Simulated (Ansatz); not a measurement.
Runs of Ansatz 0.2.0 on Sn. The typed cell holds 1 atom: a = 3.269 Å, b = 3.303 Å, c = 3.287 Å, α = 110.00°, β = 108.91°, γ = 109.87°. This isn't the form of Sn at room conditions, which is tetragonal (white tin).

```tsv
task	level	spin	cell	k mesh	points for each segment of the path	gap on the mesh (eV)	pressure (GPa)	relaxed volume (Å³/atom)
single point	PBEsol0	off	cell sheared at random, sigma 0.01, atoms nudged by 0.01 Å	5 × 5 × 5	-	none	0.3	-
single point	PBE0	SOC, no magnetisation	cell sheared at random, sigma 0.01, atoms nudged by 0.01 Å	4 × 4 × 4	-	none	-1.0	-
relaxation of cell and atoms	B3LYP	off	relaxed from: cell sheared at random, sigma 0.01, atoms nudged by 0.01 Å	5 × 5 × 5	-	none	0.0	29.92
band structure	HSE06	off	cell sheared at random, sigma 0.01, atoms nudged by 0.01 Å	5 × 5 × 5	4	none	(b)	-
single point	B3LYP	off	cell sheared at random, sigma 0.01, atoms nudged by 0.01 Å	5 × 5 × 5	-	none	(a)	-
single point	PBE0	off	cell sheared at random, sigma 0.01, atoms nudged by 0.01 Å	5 × 5 × 5	-	none	2.1	-
relaxation of cell and atoms	PBEsol0	off	relaxed from: cell sheared at random, sigma 0.01, atoms nudged by 0.01 Å	5 × 5 × 5	-	none	0.0	26.23
```

Alike in all rows: potentials or basis Ansatz PAW; cutoff (eV) 420; smearing fermi-dirac 0.05 eV; the mesh is coarse, so values aren't converged.

Problem. Fill in the values left out.

Solution. (a) 8.5; (b) 1.6.

Caveats: all runs use coarse meshes; the PAW data sets come from PBE, with cores solved anew for the run's functional, which leaves a small shift of forces and pressure; the thresholds are loose for stress (some runs); the plane-wave basis is chosen anew once the cell has moved, so the energies of steps on either side of that aren't comparable (some runs); spin-orbit coupling is left out, which moves the levels of the heavy elements (some runs).

A k mesh can miss the band edges, and rows without SOC leave out spin-orbit coupling on Sn.

A gap of «none» marks a metal or a gap under the smearing width.
